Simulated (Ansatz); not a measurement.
Cost and result for the equilibrium volume of WS2

Space group P3m1 (No. 156). a = 3.183 Å, b = 3.183 Å, c = 28.532 Å, α = 90.00°, β = 90.00°, γ = 120.00°
```
atom  site  symmetry       x       y       z
   W    1a       3m.  0.0000  0.0000  0.4344
   W    1a       3m.  0.0000  0.0000  0.8855
   W    1b       3m.  0.3333  0.6667  0.6593
   S    1a       3m.  0.0000  0.0000  0.6046
   S    1b       3m.  0.3333  0.6667  0.3797
   S    1b       3m.  0.3333  0.6667  0.8308
   S    1a       3m.  0.0000  0.0000  0.7140
   S    1b       3m.  0.3333  0.6667  0.4890
   S    1b       3m.  0.3333  0.6667  0.9402
```

Measurements of this composition are mostly on another form, of space group No. 194.

The cell holds a layer with vacuum beside it, so values per volume hang on the cell's height.

```csv
rung,level,program and potentials,cutoff (eV),k mesh,core time,chip,equilibrium volume (Å³/atom),notes
LDA,LDA,"Ansatz, Ansatz PAW",420,7 × 7 × 1,66 s,Arm Neoverse V2,25.71,"potentials made for PBE, which Ansatz adapts in part"
GGA,PBEsol,"Ansatz, Ansatz PAW",420,10 × 10 × 1,88 s,Arm Neoverse V2,27.01,"potentials made for PBE, which Ansatz adapts in part"
LDA,LDA,"Ansatz, Ansatz PAW",420,10 × 10 × 1,1.9 min,Arm Neoverse V2,25.72,"potentials made for PBE, which Ansatz adapts in part"
GGA + dispersion,PBEsol+D4,"Ansatz, Ansatz PAW",420,10 × 10 × 1,3.7 min,Arm Neoverse N1,25.41,"potentials made for PBE, which Ansatz adapts in part"
meta-GGA,r2SCAN,"Ansatz, Ansatz PAW",500,10 × 10 × 1,6.4 min,Intel Xeon Skylake/Cascade Lake,27.95,"potentials made for PBE, which Ansatz adapts in part"
```

Times are single runs on shared hosts and different chips, so they are rough; meshes, cutoffs and the tasks' sizes weigh on the time. Task: relaxation of cell and atoms. All rows: no spin polarisation. Meshes differ between rows, which moves values too. Meshes are those of the run's cell of 9 atoms unless a note names another. Relaxations start from the cell shown or near it and stop with a little pressure left. Runs on faulty files, with rough fits or with known faults for this quantity aren't shown. PBE isn't shown for this crystal. No row holds spin-orbit coupling.

By rung: LDA 25.71 to 25.72; GGA 27.01; GGA + dispersion 25.41; meta-GGA 27.95 (Å³/atom).
